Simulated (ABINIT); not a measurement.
# Ta (Im-3m) in ABINIT: settings compared

The runs below take Ta through equation of state, band structure, with RPBE, TB-mBJ, LDA.

Everything below comes from runs of ABINIT 10.8.3 (patched build). Logs are shortened: lines on timing, memory, paths and dates and some standing lists are left out, and cuts for length are marked. The log counts tension as positive stress, the text compression.

**The experiment to reproduce.**

“Refinement of the equation of state of tantalum”, 2004, arxiv:cond-mat/0403080 quotes, for a bulk crystal of Ta: bulk modulus 194 GPa.

The runs below are set against these values where they give the same quantity.

## (1) The crystal as given

It takes space group Im-3m (No. 229, cubic). Conventional cell: a = 3.303 Å, b = 3.303 Å, c = 3.303 Å, α = 90.00°, β = 90.00°, γ = 90.00°. Ta (site symmetry m-3m) is surrounded by 8 Ta at 2.86 Å.

## (2) Equation of state, RPBE

Input file run.abi:

```
# Datasets: one volume each
ndtset 7
getwfk -1
scalecart1 3*0.9795861087
scalecart2 3*0.9864848297
scalecart3 3*0.9932883884
scalecart4 3*1.0000000000
scalecart5 3*1.0066227096
scalecart6 3*1.0131594038
scalecart7 3*1.0196128224

# Pseudopotentials
pp_dirpath "./"
pseudos "Ta.GGA_PBE-JTH.xml"

# Structure
acell 3*1.0
rprim
    -3.1204669551     3.1204669551     3.1204669551
     3.1204669551    -3.1204669551     3.1204669551
     3.1204669551     3.1204669551    -3.1204669551
ntypat 1
znucl 73
natom 1
typat 1
xred
     0.0000000000     0.0000000000     0.0000000000

# Plane-wave basis
ecut 408.170794 eV
pawecutdg 30.0

# k points
kptopt 1
ngkpt 11 11 11
nshiftk 1
shiftk 0.0 0.0 0.0

# Exchange and correlation
ixc 15

# Bands and occupations
nband 11
occopt 3
tsmear 0.00183747

# SCF cycle
nstep 100
tolvrs 1.0e-9

# Output
iomode 3
prtwf 1
prtden 0
prteig 0
prtebands 0
enunit 2
```

Potentials or basis: JTH PAW PBE v2.0.

Launch:

```
> abinit run.abi > log 2>&1
```

run.abo:

```text
.Version 10.8.3 of ABINIT
 DATASET    1 : space group Im -3 m (#229); Bravais cI (body-center cubic)
================================================================================
 Values of the parameters that define the memory need for DATASET  1.
     intxc =       0    ionmov =       0      iscf =      17    lmnmax =      18
     lnmax =       6     mgfft =      20  mpssoang =       3    mqgrid =    3001
     natom =       1  nloc_mem =       2    nspden =       1   nspinor =       1
    nsppol =       1      nsym =      48    n1xccc =       1    ntypat =       1
    occopt =       3   xclevel =       2
       mpw =         329          nfft =        8000          nkpt =          56
 PAW method is used; the additional fine FFT grid is defined by:
   mgfftf=        30    nfftf =     27000
================================================================================
================================================================================
[... 71 lines left out ...]
 DATASET    7 : space group Im -3 m (#229); Bravais cI (body-center cubic)
================================================================================
 Values of the parameters that define the memory need for DATASET  7.
     intxc =       0    ionmov =       0      iscf =      17    lmnmax =      18
     lnmax =       6     mgfft =      20  mpssoang =       3    mqgrid =    3001
     natom =       1  nloc_mem =       2    nspden =       1   nspinor =       1
    nsppol =       1      nsym =      48    n1xccc =       1    ntypat =       1
    occopt =       3   xclevel =       2
       mpw =         370          nfft =        8000          nkpt =          56
 PAW method is used; the additional fine FFT grid is defined by:
   mgfftf=        30    nfftf =     27000
================================================================================
================================================================================

--------------------------------------------------------------------------------
------------- Echo of variables that govern the present computation ------------
--------------------------------------------------------------------------------
 -outvars: echo values of preprocessed input variables --------
            acell      1.0000000000E+00  1.0000000000E+00  1.0000000000E+00 Bohr
              amu      1.80947900E+02
             ecut      1.50000000E+01 Hartree
           enunit           2
           getwfk          -1
                       outvar_i_n : Printing only first  50 k-points.
              ixc          15
           jdtset        1    2    3    4    5    6    7
                       outvar_i_n : Printing only first  50 k-points.
         kptrlatt       11    0    0      0   11    0      0    0   11
          kptrlen1     5.82392158E+01
          kptrlen2     5.86493646E+01
          kptrlen3     5.90538558E+01
          kptrlen4     5.94528804E+01
          kptrlen5     5.98466196E+01
          kptrlen6     6.02352449E+01
          kptrlen7     6.06189192E+01
            natom           1
            nband          11
           ndtset           7
            ngfft          20      20      20
          ngfftdg          30      30      30
             nkpt          56
            nstep         100
             nsym          48
           ntypat           1
                       prtocc : prtvol=0, do not print more k-points.
           occopt           3
        pawecutdg      3.00000000E+01 Hartree
         pawxcdev           0
           prtden           0
        prtebands           0
           prteig           0
            rprim1    -3.0567660819E+00  3.0567660819E+00  3.0567660819E+00
                       3.0567660819E+00 -3.0567660819E+00  3.0567660819E+00
                       3.0567660819E+00  3.0567660819E+00 -3.0567660819E+00
            rprim2    -3.0782933128E+00  3.0782933128E+00  3.0782933128E+00
                       3.0782933128E+00 -3.0782933128E+00  3.0782933128E+00
                       3.0782933128E+00  3.0782933128E+00 -3.0782933128E+00
            rprim3    -3.0995235929E+00  3.0995235929E+00  3.0995235929E+00
                       3.0995235929E+00 -3.0995235929E+00  3.0995235929E+00
                       3.0995235929E+00  3.0995235929E+00 -3.0995235929E+00
            rprim4    -3.1204669551E+00  3.1204669551E+00  3.1204669551E+00
                       3.1204669551E+00 -3.1204669551E+00  3.1204669551E+00
                       3.1204669551E+00  3.1204669551E+00 -3.1204669551E+00
            rprim5    -3.1411329016E+00  3.1411329016E+00  3.1411329016E+00
                       3.1411329016E+00 -3.1411329016E+00  3.1411329016E+00
                       3.1411329016E+00  3.1411329016E+00 -3.1411329016E+00
            rprim6    -3.1615304398E+00  3.1615304398E+00  3.1615304398E+00
                       3.1615304398E+00 -3.1615304398E+00  3.1615304398E+00
                       3.1615304398E+00  3.1615304398E+00 -3.1615304398E+00
            rprim7    -3.1816681193E+00  3.1816681193E+00  3.1816681193E+00
                       3.1816681193E+00 -3.1816681193E+00  3.1816681193E+00
                       3.1816681193E+00  3.1816681193E+00 -3.1816681193E+00
          spgroup         229
           tolvrs      1.00000000E-09
           tsmear      1.83747000E-03 Hartree
            typat      1
           useylm           1
                       outvars : Printing only first  50 k-points.
            znucl       73.00000

================================================================================

 chkinp: Checking input parameters for consistency, jdtset=   1.

 chkinp: Checking input parameters for consistency, jdtset=   2.

 chkinp: Checking input parameters for consistency, jdtset=   3.

 chkinp: Checking input parameters for consistency, jdtset=   4.
[... 39 lines left out ...]
 getcut : COMMENT -
  Note that boxcut > 2.2 ; recall that boxcut=Gcut(box)/Gcut(sphere) = 2
  is sufficient for exact treatment of convolution.
  Such a large boxcut is a waste : you could raise ecut
  e.g. ecut=   39.610160 Hartrees makes boxcut=2

--- Pseudopotential description ------------------------------------------------
- pspini: atom type   1  psp file is ./Ta.GGA_PBE-JTH.xml
 Pseudopotential format is: paw10
 basis_size (lnmax)=  6 (lmn_size= 18), orbitals=   0   0   1   1   2   2
 Spheres core radius: rc_sph= 2.41973345
 Shapefunction is SIN type: shapef(r)=[sin(pi*r/rshp)/(pi*r/rshp)]**2
 Radius for shape functions =  2.11065461
 Compensation charge density is not taken into account in XC energy/potential

   9.99818744E+02                                ecore*ucvol(ha*bohr**3)
--------------------------------------------------------------------------------

================================================================================

--- !BeginCycle
iteration_state: {dtset: 1, }
solver: {iscf: 17, nstep: 100, nline: 4, wfoptalg: 10, }
tolerances: {tolvrs: 1.00E-09, }
...

     iter   Etot(hartree)      deltaE(h)  residm     nres2
 ETOT  1  -57.754599761699    -5.775E+01 1.244E+01 2.537E+00
 ETOT  2  -58.887088669973    -1.132E+00 8.980E-02 1.283E+00
 ETOT  3  -58.881512241542     5.576E-03 8.479E-02 2.753E-01
 ETOT  4  -58.880339737462     1.173E-03 3.358E-03 4.031E-03
 ETOT  5  -58.880462578887    -1.228E-04 1.993E-03 2.696E-03
 ETOT  6  -58.880446831067     1.575E-05 1.965E-03 1.482E-04
 ETOT  7  -58.880447247889    -4.168E-07 8.930E-04 9.157E-07
 ETOT  8  -58.880447323571    -7.568E-08 4.981E-04 4.214E-07
 ETOT  9  -58.880447322706     8.655E-10 4.601E-04 9.467E-08
 ETOT 10  -58.880447322805    -9.919E-11 1.525E-04 8.083E-09
 ETOT 11  -58.880447322800     4.675E-12 1.586E-04 1.305E-09
[... 1240 lines left out ...]
 Cartesian components of stress tensor (hartree/bohr^3)
  sigma(1 1)=  2.15661623E-04  sigma(3 2)=  0.00000000E+00
  sigma(2 2)=  2.15661623E-04  sigma(3 1)=  0.00000000E+00
  sigma(3 3)=  2.15661623E-04  sigma(2 1)=  0.00000000E+00

-Cartesian components of stress tensor (GPa)         [Pressure= -6.3450E+00 GPa]
- sigma(1 1)=  6.34498402E+00  sigma(3 2)=  0.00000000E+00
- sigma(2 2)=  6.34498402E+00  sigma(3 1)=  0.00000000E+00
- sigma(3 3)=  6.34498402E+00  sigma(2 1)=  0.00000000E+00

== END DATASET(S) ==============================================================
================================================================================

 -outvars: echo values of variables after computation  --------
            acell      1.0000000000E+00  1.0000000000E+00  1.0000000000E+00 Bohr
           etotal1    -5.8880447323E+01
           etotal2    -5.8881930732E+01
           etotal3    -5.8883007431E+01
           etotal4    -5.8883684769E+01
           etotal5    -5.8884027122E+01
           etotal6    -5.8884057692E+01
           etotal7    -5.8883788430E+01
            fcart1    -0.0000000000E+00 -0.0000000000E+00 -0.0000000000E+00
            fcart2    -0.0000000000E+00 -0.0000000000E+00 -0.0000000000E+00
            fcart3    -0.0000000000E+00 -0.0000000000E+00 -0.0000000000E+00
            fcart4    -0.0000000000E+00 -0.0000000000E+00 -0.0000000000E+00
            fcart5    -0.0000000000E+00 -0.0000000000E+00 -0.0000000000E+00
            fcart6    -0.0000000000E+00 -0.0000000000E+00 -0.0000000000E+00
            fcart7    -0.0000000000E+00 -0.0000000000E+00 -0.0000000000E+00
            rprim1    -3.0567660819E+00  3.0567660819E+00  3.0567660819E+00
                       3.0567660819E+00 -3.0567660819E+00  3.0567660819E+00
                       3.0567660819E+00  3.0567660819E+00 -3.0567660819E+00
            rprim2    -3.0782933128E+00  3.0782933128E+00  3.0782933128E+00
                       3.0782933128E+00 -3.0782933128E+00  3.0782933128E+00
                       3.0782933128E+00  3.0782933128E+00 -3.0782933128E+00
            rprim3    -3.0995235929E+00  3.0995235929E+00  3.0995235929E+00
                       3.0995235929E+00 -3.0995235929E+00  3.0995235929E+00
[... 9 lines left out ...]
                       3.1615304398E+00  3.1615304398E+00 -3.1615304398E+00
            rprim7    -3.1816681193E+00  3.1816681193E+00  3.1816681193E+00
                       3.1816681193E+00 -3.1816681193E+00  3.1816681193E+00
                       3.1816681193E+00  3.1816681193E+00 -3.1816681193E+00
           strten1    -6.4833660415E-04 -6.4833660415E-04 -6.4833660415E-04
                       0.0000000000E+00  0.0000000000E+00  0.0000000000E+00
           strten2    -4.6439276134E-04 -4.6439276134E-04 -4.6439276134E-04
                       0.0000000000E+00  0.0000000000E+00  0.0000000000E+00
           strten3    -3.0111489517E-04 -3.0111489517E-04 -3.0111489517E-04
                       0.0000000000E+00  0.0000000000E+00  0.0000000000E+00
           strten4    -1.5067402145E-04 -1.5067402145E-04 -1.5067402145E-04
                       0.0000000000E+00  0.0000000000E+00  0.0000000000E+00
           strten5    -1.6641121799E-05 -1.6641121799E-05 -1.6641121799E-05
                       0.0000000000E+00  0.0000000000E+00  0.0000000000E+00
           strten6     1.0501978541E-04  1.0501978541E-04  1.0501978541E-04
                       0.0000000000E+00  0.0000000000E+00  0.0000000000E+00
           strten7     2.1566162336E-04  2.1566162336E-04  2.1566162336E-04
                       0.0000000000E+00  0.0000000000E+00  0.0000000000E+00
 Calculation completed.
```

Run time: 35 s. Hardware: 1 thread of Arm Neoverse V1, shared host; peak memory 0.12 GiB.

What came out:

* Equilibrium volume: 18.58 Å³/atom
* Bulk modulus: 187 GPa
* Pressure derivative of the bulk modulus: 3.8

Energy against volume, from the lowest point:
```
volume (Å³/atom)  energy (meV/atom)
          16.930              98.24
          17.290              57.88
          17.650              28.58
          18.010              10.15
          18.371               0.83
          18.731               0.00
          19.091               7.33
```

Caveat: the cutoff is too short for stress, so the log's stress isn't used; pressures at fixed basis lie under the slope of the energies; the PAW data sets were made with another functional, which shifts forces and pressure a little. The run has no spin-orbit coupling, so splittings on Ta are missing.

## (3) Band structure, TB-mBJ

Input file run.abi:

```
# Datasets: ground state, then fixed potential
ndtset 2

# Pseudopotentials
pp_dirpath "./"
pseudos "Ta.LDA_PW-JTH.xml"

# Structure
acell 2.8601008575 2.8601008575 2.8601008575 Angstrom
rprim
    -0.5773502692     0.5773502692     0.5773502692
     0.5773502692    -0.5773502692     0.5773502692
     0.5773502692     0.5773502692    -0.5773502692
ntypat 1
znucl 73
natom 1
typat 1
xcart
     0.0000000000     0.0000000000     0.0000000000 Angstrom

# Plane-wave basis
ecut 18.0
pawecutdg 36.0

# Exchange and correlation
ixc -208012
usekden 1
pawxcdev 0

# Bands and occupations
occopt 3
tsmear 0.05 eV

# SCF cycle
nstep 100
diemix 0.3
optforces 0
optstress 0

# Output
iomode 3
prtwf 0
prteig 0
prtebands 0
enunit 1
prtden1 1
prtkden1 1
prtvha1 1
prtvclmb1 1
prtpot1 1

# Dataset 1
kptopt1 1
ngkpt1 11 11 11
nshiftk1 1
shiftk1 0.0 0.0 0.0
nband1 11
tolvrs1 1.0e-7

# Dataset 2: bands along G-H-N-G-P-H
iscf2 -2
getden2 1
getkden2 1
nband2 15
nbdbuf2 2
tolwfr2 1.0e-12
kptopt2 -5
ndivsm2 6
prteig2 1
kptbounds2
     0.0000000000     0.0000000000     0.0000000000
     0.5000000000    -0.5000000000     0.5000000000
     0.0000000000     0.0000000000     0.5000000000
     0.0000000000     0.0000000000     0.0000000000
     0.2500000000     0.2500000000     0.2500000000
     0.5000000000    -0.5000000000     0.5000000000
```

Potentials or basis: JTH PAW LDA v2.0.

Launch:

```
> abinit run.abi > log 2>&1
```

Wall time 2 min (1 thread of Arm Neoverse V1, shared host); peak memory 0.1 GiB.

The run converged. Its results:

- Band gap on the k mesh: none (metal or under the smearing width)
- Valence electrons inside the program's atomic spheres: Ta 10.67 (radii [1.2805] Å)

Levels at the corners of the path, in eV from the Fermi level:
```csv
point,band 4,band 5,band 6,band 7,band 8,band 9
Γ,-33.04,-7.81,0.73,0.73,0.73,3.99
H,-33.86,-3.84,-3.84,6.72,6.72,6.72
N,-33.04,-4.35,-1.55,1.63,3.89,4.89
Γ,-33.04,-7.81,0.73,0.73,0.73,3.99
P,-33.63,-1.24,-1.24,-1.24,5.06,5.06
H,-33.86,-3.84,-3.84,6.72,6.72,6.72
```

Caveat: the cutoff is too short for stress, so the log's stress isn't used; the constant c of TB-mBJ comes from the pseudo density here, which moves gaps by up to 0.3 eV between sets of potentials; the PAW data sets were made with another functional, which shifts forces and pressure a little; spin-orbit coupling is left out, which moves the levels of the heavy elements.

## (4) Equation of state, LDA

Input file run.abi:

```
# Datasets: one volume each
ndtset 7
getwfk -1
scalecart1 3*0.9795861087
scalecart2 3*0.9864848297
scalecart3 3*0.9932883884
scalecart4 3*1.0000000000
scalecart5 3*1.0066227096
scalecart6 3*1.0131594038
scalecart7 3*1.0196128224

# Pseudopotentials
pp_dirpath "./"
pseudos "Ta.LDA_PW-JTH.xml"

# Structure
acell 2.8601008575 2.8601008575 2.8601008575 Angstrom
rprim
    -0.5773502692     0.5773502692     0.5773502692
     0.5773502692    -0.5773502692     0.5773502692
     0.5773502692     0.5773502692    -0.5773502692
ntypat 1
znucl 73
natom 1
typat 1
xred
     0.0000000000     0.0000000000     0.0000000000

# Plane-wave basis
ecut 21.0
pawecutdg 42.0

# k points
kptopt 1
ngkpt 11 11 11
nshiftk 1
shiftk 0.0 0.0 0.0

# Exchange and correlation
ixc 7

# Bands and occupations
nband 11
occopt 3
tsmear 0.05 eV

# SCF cycle
nstep 100
tolvrs 1.0e-9

# Output
iomode 3
prtwf 1
prtden 0
prteig 0
prtebands 0
enunit 1
```

Launch:

```
> abinit run.abi > log 2>&1
```

Wall time 56 s (1 thread of Arm Neoverse V1, shared host); peak memory 0.13 GiB.

The run converged. Its results:

| Property | Result |
| --- | --- |
| Equilibrium volume | 17.20 Å³/atom |
| Bulk modulus | 225 GPa |
| Pressure derivative of the bulk modulus | 4.1 (rough: it moves with the points fitted) |

Energy against volume, from the lowest point:
```tsv
volume (Å³/atom)	energy (meV/atom)
16.930	2.81
17.290	0.00
17.650	7.74
18.010	24.76
18.371	49.95
18.731	82.66
19.091	122.36
```

Caveat: pressures at fixed basis lie under the slope of the energies.

## (5) Equation of state, LDA, spin-orbit coupling, no magnetisation

Input file run.abi:

```
# Datasets: one volume each
ndtset 7
getwfk -1
scalecart1 3*0.9795861087
scalecart2 3*0.9864848297
scalecart3 3*0.9932883884
scalecart4 3*1.0000000000
scalecart5 3*1.0066227096
scalecart6 3*1.0131594038
scalecart7 3*1.0196128224

# Pseudopotentials
pp_dirpath "./"
pseudos "Ta.LDA_PW-JTH.xml"

# Structure
acell 3*1.0 Angstrom
rprim
    -1.6512800000     1.6512800000     1.6512800000
     1.6512800000    -1.6512800000     1.6512800000
     1.6512800000     1.6512800000    -1.6512800000
ntypat 1
znucl 73
natom 1
typat 1
xred
     0.0000000000     0.0000000000     0.0000000000

# Plane-wave basis
ecut 15.0
pawecutdg 30.0

# k points
kptopt 4
ngkpt 11 11 11
nshiftk 1
shiftk 0.0 0.0 0.0

# Exchange and correlation
ixc 7

# Bands and occupations
nband 22
occopt 3
tsmear 0.05 eV

# Spin
nspinor 2
nspden 1
pawspnorb 1

# SCF cycle
nstep 100
tolvrs 1.0e-9

# Output
iomode 3
prtwf 1
prtden 0
prteig 0
prtebands 0
```

Launch:

```
> abinit run.abi > log 2>&1
```

Wall time 2.1 min (1 thread of Arm Neoverse V1, shared host); peak memory 0.12 GiB.

It converged, with:

* Equilibrium volume: 17.19 Å³/atom
* Bulk modulus: 221 GPa
* Pressure derivative of the bulk modulus: 3.8

Energy against volume, from the lowest point:
| volume (Å³/atom) | energy (meV/atom) |
| --- | --- |
| 16.930 | 2.31 |
| 17.290 | 0.00 |
| 17.650 | 7.58 |
| 18.010 | 24.64 |
| 18.371 | 49.86 |
| 18.731 | 82.48 |
| 19.091 | 122.08 |

Caveat: the cutoff is too short for stress, so the log's stress isn't used; pressures at fixed basis lie under the slope of the energies.

## (6) Overview

```tsv
task	level	potentials or basis	spin	cutoff (eV)	fine-grid cutoff	V0 of scaled cells (Å³/atom)	B0 (GPa)
equation of state	RPBE	JTH PAW PBE v2.0	off	408	816.342 eV	18.58	187
band structure	TB-mBJ	JTH PAW LDA v2.0	off	490	979.61 eV	-	-
equation of state	LDA	JTH PAW LDA v2.0	off	571	1142.88 eV	17.20	225
equation of state	LDA	JTH PAW LDA v2.0	SOC, no magnetisation	408	816.342 eV	17.19	221
```

Alike in all rows: cell as given; k mesh 11 × 11 × 11; smearing fermi-dirac 0.05 eV.

Caveats: pressures at fixed basis lie under the slope of the energies (some runs); the PAW data sets were made with another functional, which shifts forces and pressure a little (some runs); the constant c of TB-mBJ comes from the pseudo density here, which moves gaps by up to 0.3 eV between sets of potentials (some runs); spin-orbit coupling is left out, which moves the levels of the heavy elements (some runs).

Total energies depend on the potentials used, so only differences within one code and one set of settings carry meaning.

## (7) Against experiment

Step 2. Measured bulk modulus of Ta: 194 GPa (quoted in “Refinement of the equation of state of tantalum”, 2004, arxiv:cond-mat/0403080). This calculation gives 187 GPa (-3.6 %). The fit is for a static lattice scaled at fixed shape and fixed fractional positions.

Step 4. Against the measured bulk modulus of Ta, 194 GPa (quoted in “Refinement of the equation of state of tantalum”, 2004, arxiv:cond-mat/0403080), the calculated 225 GPa is off by +16.1 %. The fit is for a static lattice scaled at fixed shape and fixed fractional positions.

Step 5. Measured bulk modulus of Ta: 194 GPa (quoted in “Refinement of the equation of state of tantalum”, 2004, arxiv:cond-mat/0403080). This calculation gives 221 GPa (+14.0 %). The fit is for a static lattice scaled at fixed shape and fixed fractional positions.
